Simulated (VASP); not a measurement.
# H2 in VASP: a series of runs, part 2 of 2

VASP 6.6.1. Earlier steps stand in the parts before.

### Step 4. Relaxation of the atoms, LDA

File INCAR:

```
SYSTEM = H
PREC     = Accurate       ! precision mode
ENCUT    = 520            ! plane-wave cutoff, eV
EDIFF    = 1E-7           ! SCF threshold, eV
ISMEAR   = 0              ! smearing method
SIGMA    = 0.01           ! smearing width, eV
LREAL    = .FALSE.        ! projectors in reciprocal space
LASPH    = .TRUE.         ! aspherical terms in the spheres
NELM     = 80             ! most SCF steps
ALGO     = Normal         ! electronic algorithm
ISIF     = 2              ! what is computed and relaxed
LWAVE    = .FALSE.        ! write WAVECAR
LCHARG   = .FALSE.        ! write CHGCAR
GGA      = CA             ! functional
IBRION   = 2              ! ionic algorithm
NSW      = 40             ! ionic steps
EDIFFG   = -0.02          ! ionic threshold
```

File KPOINTS:

```
regular mesh
0
G
  1 1 1
  0 0 0
```

File POSCAR:

```
H                                       
1.0
    9.0000000000      0.0000000000      0.0000000000
    0.0000000000      9.6000000000      0.0000000000
    0.0000000000      0.0000000000     10.2000000000
  H             
     2
Direct
     0.5000000000000000    0.5000000000000000    0.5367612923397042
     0.5000000000000000    0.5000000000000000    0.4632387076602960
```

Potentials or basis: VASP PAW LDA potentials, release 64 (H).

The run is started by

```bash
cat potpaw_LDA.64/H/POTCAR > POTCAR
mpirun -np 1 vasp_gam > vasp.out
```

It took 19 s on 1 thread of Intel Xeon 6975P-C (Granite Rapids), shared host; peak memory 0.5 GiB.

The run converged. Its results:

```
Free energy                     : -6.6984 eV
Energy gained by relaxing       : 2.1 meV/atom
Ionic steps                     : 3
Gap between the frontier levels : 9.97 eV
```

The path:
```tsv
step	energy change (eV)	largest force (eV/Å)	pressure (GPa)
1	0.0000	0.5357	0.02
2	0.0151	1.0343	-0.06
3	-0.0042	0.0012	-0.01
```

Final structure:
```cif
data_structure
_symmetry_space_group_name_H-M 'P 1'
_symmetry_Int_Tables_number 1
_cell_length_a 9.0000
_cell_length_b 9.6000
_cell_length_c 10.2000
_cell_angle_alpha 90.000
_cell_angle_beta 90.000
_cell_angle_gamma 90.000
_cell_volume 881.28
loop_
_atom_site_label
_atom_site_type_symbol
_atom_site_fract_x
_atom_site_fract_y
_atom_site_fract_z
_atom_site_occupancy
H1 H 0.50000 0.50000 0.53754 1
H2 H 0.50000 0.50000 0.46246 1
```

Levels at points of the mesh, in eV from the valence-band top:
| k point | band 1 | band 2 | band 3 | band 4 |
| --- | --- | --- | --- | --- |
| (0.00, 0.00, 0.00) | 0.00 | 9.97 | 10.44 | 11.16 |

As with any semilocal functional, this LDA gap is likely too small.

### Step 5. Relaxation of the atoms, PBEsol

Changes to INCAR since step 4:

```diff
@@ -13,3 +13,3 @@
 LCHARG   = .FALSE.        ! write CHGCAR
-GGA      = CA             ! functional
+GGA      = PS             ! functional
 IBRION   = 2              ! ionic algorithm
```

KPOINTS is that of step 4.

POSCAR is that of step 4.

Potentials or basis: VASP PAW PBE potentials, release 64 (H).

The run is started by

```bash
cat potpaw_PBE.64/H/POTCAR > POTCAR
mpirun -np 1 vasp_gam > vasp.out
```

Run time: 46 s. Hardware: 1 thread of Intel Xeon 6975P-C (Granite Rapids), shared host; peak memory 0.76 GiB.

The run converged. Its results:

```yaml
Free_energy: -6.5134 eV
Energy_gained_by_relaxing: 0.6 meV/atom
Ionic_steps: 3
Gap_between_the_frontier_levels: 9.94 eV
```

The path:
| step | energy change (eV) | largest force (eV/Å) | pressure (GPa) |
| --- | --- | --- | --- |
| 1 | 0.0000 | 0.2892 | 0.01 |
| 2 | 0.0048 | 0.6091 | -0.03 |
| 3 | -0.0012 | 0.0002 | -0.01 |

Final structure:
```yaml
crystal:
  lattice:
    - [9.00000, 0.00000, 0.00000]
    - [0.00000, 9.60000, 0.00000]
    - [0.00000, 0.00000, 10.20000]
  atoms:
    - { symbol: H, position: [0.50000, 0.50000, 0.53718] }
    - { symbol: H, position: [0.50000, 0.50000, 0.46282] }
```

Levels at points of the mesh, in eV from the valence-band top:
```tsv
k point	band 1	band 2	band 3	band 4	band 5
(0.00, 0.00, 0.00)	0.00	9.94	10.51	11.16	11.32
```

Caveat: the PAW data sets were made with another functional, which shifts forces and pressure a little.

### Step 6. Relaxation of the atoms, r2SCAN

Changes to INCAR since step 5:

```diff
@@ -13,3 +13,4 @@
 LCHARG   = .FALSE.        ! write CHGCAR
-GGA      = PS             ! functional
+METAGGA  = R2SCAN         ! meta-GGA
+LMIXTAU  = .TRUE.       
 IBRION   = 2              ! ionic algorithm
```

KPOINTS is that of step 5.

POSCAR is that of step 5.

Potentials or basis: VASP PAW PBE potentials, release 64 (H).

The run is started by

```bash
cat potpaw_PBE.64/H/POTCAR > POTCAR
mpirun -np 1 vasp_gam > vasp.out
```

Wall time 5.9 min (1 thread of Intel Xeon 6975P-C (Granite Rapids), shared host); peak memory 0.95 GiB.

Results (log left out):

```
Free energy                     : -6.9097 eV
Energy gained by relaxing       : 0.6 meV/atom
Ionic steps                     : 3
Gap between the frontier levels : 11.07 eV
```

The path:
| step | energy change (eV) | largest force (eV/Å) | pressure (GPa) |
| --- | --- | --- | --- |
| 1 | 0.0000 | 0.3008 | -0.02 |
| 2 | 0.0067 | 0.7962 | 0.03 |
| 3 | -0.0013 | 0.0018 | -0.01 |

Final structure:
```
CELL_PARAMETERS angstrom
9.00000 0.00000 0.00000
0.00000 9.60000 0.00000
0.00000 0.00000 10.20000
ATOMIC_POSITIONS crystal
H 0.50000 0.50000 0.53635
H 0.50000 0.50000 0.46365
```

Levels at points of the mesh, in eV from the valence-band top:
```csv
k point,band 1,band 2,band 3,band 4,band 5
"(0.00, 0.00, 0.00)",0.00,11.07,12.19,12.44,12.69
```

Caveat: the PAW data sets were made with another functional, which shifts forces and pressure a little. r2SCAN opens gaps a little over a GGA but as a rule still falls short of measured ones.

### Step 7. Single point, HSE06

POSCAR is that of step 6.

File INCAR.step1:

```
SYSTEM = H
PREC     = Accurate       ! precision mode
ENCUT    = 520            ! plane-wave cutoff, eV
EDIFF    = 1E-5           ! SCF threshold, eV
ISMEAR   = 0              ! smearing method
SIGMA    = 0.01           ! smearing width, eV
LREAL    = .FALSE.        ! projectors in reciprocal space
LASPH    = .TRUE.         ! aspherical terms in the spheres
NELM     = 80             ! most SCF steps
ALGO     = Normal         ! electronic algorithm
ISIF     = 2              ! what is computed and relaxed
LWAVE    = .TRUE.         ! write WAVECAR
LCHARG   = .FALSE.        ! write CHGCAR
NBANDS   = 8              ! bands
GGA      = PE             ! functional
```

File INCAR.step2:

```
SYSTEM = H
PREC     = Accurate       ! precision mode
ENCUT    = 520            ! plane-wave cutoff, eV
EDIFF    = 1E-7           ! SCF threshold, eV
ISMEAR   = 0              ! smearing method
SIGMA    = 0.01           ! smearing width, eV
LREAL    = .FALSE.        ! projectors in reciprocal space
LASPH    = .TRUE.         ! aspherical terms in the spheres
NELM     = 80             ! most SCF steps
ALGO     = Normal         ! electronic algorithm
ISIF     = 2              ! what is computed and relaxed
LWAVE    = .FALSE.        ! write WAVECAR
LCHARG   = .FALSE.        ! write CHGCAR
GGA      = PE             ! functional
LHFCALC  = .TRUE.         ! exact exchange
HFSCREEN = 0.2            ! screening, 1/A
PRECFOCK = Fast         
NBANDS   = 8              ! bands
ISTART   = 1
```

KPOINTS is that of step 6.

The run is started by

```bash
cat potpaw_PBE.64/H/POTCAR > POTCAR
cp INCAR.step1 INCAR
mpirun -np 1 vasp_gam > vasp.out
cp INCAR.step2 INCAR
mpirun -np 1 vasp_gam > vasp.out
```

It took 1.7 min on 1 thread of Intel Xeon 6975P-C (Granite Rapids), shared host; peak memory 0.8 GiB.

The run converged. Its results:

```
Free energy                     : -7.8329 eV
Largest force                   : 0.192 eV/Å
Gap between the frontier levels : 11.37 eV
```

Forces in eV/Å, atoms in the order of the input:
```
H    0.000  0.000 -0.192
H    0.000  0.000  0.192
```

Levels at points of the mesh, in eV from the valence-band top:
```csv
k point,band 1,band 2,band 3,band 4,band 5
"(0.00, 0.00, 0.00)",0.00,11.37,12.10,12.63,12.80
```

Caveat: the PAW data sets were made with another functional, which shifts forces and pressure a little.

### Step 8. Overview

| task | level | potentials or basis | cell | grid for exact exchange (PRECFOCK) | screening parameter | gap on the mesh (eV) |
| --- | --- | --- | --- | --- | --- | --- |
| relaxation of the atoms | PBE | VASP PAW PBE potentials, release 64 (H) | atoms relaxed | - | - | 10.12 |
| vibrations by finite differences | PBE | VASP PAW PBE potentials, release 64 (H) | as given | - | - | - |
| relaxation of the atoms | LDA | VASP PAW LDA potentials, release 64 (H) | atoms relaxed | - | - | 9.97 |
| relaxation of the atoms | PBEsol | VASP PAW PBE potentials, release 64 (H) | atoms relaxed | - | - | 9.94 |
| relaxation of the atoms | r2SCAN | VASP PAW PBE potentials, release 64 (H) | atoms relaxed | - | - | 11.07 |
| single point | HSE06 | VASP PAW PBE potentials, release 64 (H) | as given | Fast | 0.2 1/A | 11.37 |

Alike in all rows: no spin polarisation; k mesh 1 × 1 × 1; cutoff (eV) 520; smearing gaussian 0.01 eV.

Caveats: the PAW data sets were made with another functional, which shifts forces and pressure a little (some runs).

Absolute energies hang on the potentials; compare differences alone.
